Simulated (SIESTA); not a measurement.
The system is Pb.

```
Pb
1.0
     0.00000    2.47502    2.47502
     2.47502    0.00000    2.47502
     2.47502    2.47502    0.00000
Pb
1
Direct
  0.00000 0.00000 0.00000
```

Base run:

```yaml
Program: SIESTA 5.4.2
Functional: BLYP
Potentials_or_basis: PseudoDojo 0.4 standard (PBE files)
Basis: DZP (energy shift 0.002 Ry)
Grid_cutoff: 500 Ry
Energy_shift: 0.002 Ry
k_mesh: 9 × 9 × 9
Occupations: fermi-dirac, width 0.05 eV
Spin: no spin polarisation
```

Its results: band gap on the k mesh none (metal or under the smearing width); pressure 6.4 GPa.

Q: The run is repeated on the same cell with these changes: functional from BLYP to vdW-DF-cx. What comes out?

A: Band gap on the k mesh none (metal or under the smearing width); pressure 0.3 GPa.

Caveats: semicore shells carry a single zeta, which can move pressures by several GPa and volumes by a few percent; the potentials were made for another functional, which shifts forces and pressure; spin-orbit coupling is left out, which moves the levels of the heavy elements; the basis of atomic orbitals isn't converged, which shifts pressures, moduli and gaps.
